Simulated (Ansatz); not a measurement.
Write the native input for Ansatz 0.2.0 that does the following.

```yaml
Task: single point
Functional: PBEsol
Potentials_or_basis: Ansatz PAW
Cutoff: "420 eV (not typed: the program's choice for these potentials)"
k_mesh: 7 × 7 × 7
Occupations: fermi-dirac, width 0.05 eV
Spin: collinear spin, ferromagnetic start
Starting_moments: "[1.0, 1.0, 1.0, 1.0] μB"
```

Crystal: TiNi.

```
Ni Ti
1.0
     3.82195    0.00000    0.00000
     0.00000    3.82195    0.00000
     0.00000    0.00000    3.63625
Ni Ti
2 2
Cartesian
  0.0000 0.0000 0.0000
  1.9110 1.9110 0.0000
  1.9110 0.0000 1.8879
  0.0000 1.9110 1.7483
```

The cell comes from a database or a generator and needn't be the stable form of this composition.

These files were run (other wordings do the same):

input.yaml

```yaml
crystal:
  lattice:
    - [3.821946, 0.0, 0.0]
    - [0.0, 3.821946, 0.0]
    - [0.0, 0.0, 3.63625]
  atoms:
    - { symbol: Ni, position: [0.0, 0.0, 0.0], spin: 1.0 }
    - { symbol: Ni, position: [0.5, 0.5, 0.0], spin: 1.0 }
    - { symbol: Ti, position: [0.5, 0.0, 0.519199], spin: 1.0 }
    - { symbol: Ti, position: [0.0, 0.5, 0.480801], spin: 1.0 }
hamiltonian:
  xc: pbesol
  pseudopotentials: { kind: paw }
magnetization:
  spin_polarized: true
kpoints:
  mp_grid: { grid: [7, 7, 7] }
scf:
  occupations: { method: fermi_dirac, width: 0.05 }
output:
  forces: true
  stress: true
  eigenvalues: true
```

Potentials or basis: Ansatz PAW.

Command:

```bash
$ ansatz run input.yaml --threads 2 --pin off --max-ram 5632MiB --backend cpu --events-out ev --progress --plain --runs-dir out
```

It gave:

* Pressure: -5.1 GPa
* Largest force: 0.100 eV/Å
* Band gap on the k mesh: none (metal or under the smearing width)
* Net moment: 0.00 μB per cell
* Absolute moment: 0.00 μB per cell

Caveat: the PAW data sets come from PBE, with cores solved anew for the run's functional, which leaves a small shift of forces and pressure; the starting moments weren't kept.

It took 10 s on 2 threads of Arm Neoverse V2 (shared host), peak memory 0.49 GiB.
